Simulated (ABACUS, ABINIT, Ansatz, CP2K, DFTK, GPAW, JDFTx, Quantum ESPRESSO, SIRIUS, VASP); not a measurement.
**Os: 11 runs at one level of theory**

```xyz
2
Lattice="2.7341 0.0000 0.0000 -1.3671 2.3678 0.0000 0.0000 0.0000 4.3197" Properties=species:S:1:pos:R:3 pbc="T T T"
Os    1.3671    0.7893    3.2398
Os    0.0000    1.5785    1.0799
```

Alike in all runs: task single point; functional PBE; k mesh 11 × 11 × 6; occupations fermi-dirac, width 0.05 eV; no spin polarisation; no spin-orbit coupling. Pressure is positive in compression and, in plane waves, holds the error of the finite cutoff, which Ansatz's Pulay term estimates and takes out.

| program and potentials | plane-wave cutoff (eV) | notes | pressure (GPa) |
| --- | --- | --- | --- |
| ABINIT, JTH PAW PBE v2.0 | 408 | 8 valence electrons an atom on average | 8.92 |
| Quantum ESPRESSO, SSSP 1.3 efficiency PBE | 748 | 16 valence electrons an atom on average | 8.29 |
| SIRIUS, PseudoDojo 0.4.1 PBE standard (scalar relativistic) | 1030 | 16 valence electrons an atom on average | 8.22 |
| Ansatz, all-electron LAPW, scalar-relativistic | - | - | 8.80 |
| Ansatz, Ansatz PAW (earlier soft set) | 420 | 16 valence electrons an atom on average; Pulay term of +0.13 GPa included | 8.84 |
| VASP, PBE PAW files Os, 520 eV | 520 | 8 valence electrons an atom on average | 8.85 |
| JDFTx, PseudoDojo-SR-PBE-0.5-standard | 1007 | 16 valence electrons an atom on average | 8.21 |
| ABACUS, PseudoDojo NC SR 0.4.1 PBE standard, plane waves | 1007 | 16 valence electrons an atom on average | 8.18 |
| GPAW, GPAW PAW data sets (gpaw-data 1.2.1) | 600 | 14 valence electrons an atom on average | 6.46 |
| CP2K, POTENTIAL_UZH Os GTH-PBE-q16; TZVP-MOLOPT-PBE-GTH basis | - | atomic basis; 16 valence electrons an atom on average | 6.89 |
| DFTK, PseudoDojo SR PBE 0.4.1 standard (PBE) | 1007 | 16 valence electrons an atom on average | 8.23 |

The pressure spans 6.46 (GPAW, GPAW PAW data sets (gpaw-data 1.2.1)) to 8.92 GPa (ABINIT, JTH PAW PBE v2.0), with all-electron results at 8.80. Rows in atomic bases carry the error of their basis and grid, which can be large.

The functional is the same throughout but for its coding, so the spread measures potentials, basis and numerics; runs on potential files found faulty are left out.
